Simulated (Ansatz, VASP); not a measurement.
**Si (a cell with a defect): VASP beside Ansatz**

```
Si
1.0
     0.00000    5.43000    5.43000
     5.43000    0.00000    5.43000
     5.43000    5.43000    0.00000
Si
17
Direct
  0.97462 0.97364 0.07771
  0.13185 0.13105 0.12992
  0.01766 0.01704 0.50415
  0.10152 0.10126 0.69585
  0.00623 0.50230 0.98880
  0.13192 0.60679 0.12984
  0.01762 0.46107 0.50404
  0.13641 0.62334 0.61665
  0.50309 0.00522 0.98918
  0.60778 0.13093 0.13004
  0.46131 0.01704 0.50433
  0.62383 0.13570 0.61704
  0.50315 0.50219 0.98903
  0.63498 0.63397 0.09667
  0.51054 0.50980 0.46954
  0.62389 0.62323 0.61689
  0.83591 0.83552 0.49290
```

Alike in both runs: functional PBEsol; k mesh 2 × 2 × 2; occupations fermi-dirac, width 0.05 eV; no spin polarisation.

Ansatz relaxed the structure, and its values are those at the end. VASP's run is a single point on that final structure, the one shown.

```csv
,VASP,Ansatz
version,VASP 6.6.1,Ansatz 0.2.0
potentials or method,"VASP PAW PBE potentials, release 64 (Si)","scalar-relativistic, plane waves, PAW"
plane-wave cutoff (eV),520,420
valence electrons in the cell,68,68
```

```csv
,VASP,Ansatz,Ansatz less VASP
rms of the force components (eV/Å),0.006,0.005,-0.0007
```

The functional is the same, so the differences come from potentials, cutoffs and numerics.

Caveats: the k mesh is coarse (spacing up to 0.50 Å⁻¹), so the values aren't converged; the PAW data sets were made with another functional, which shifts forces and pressure a little (VASP).
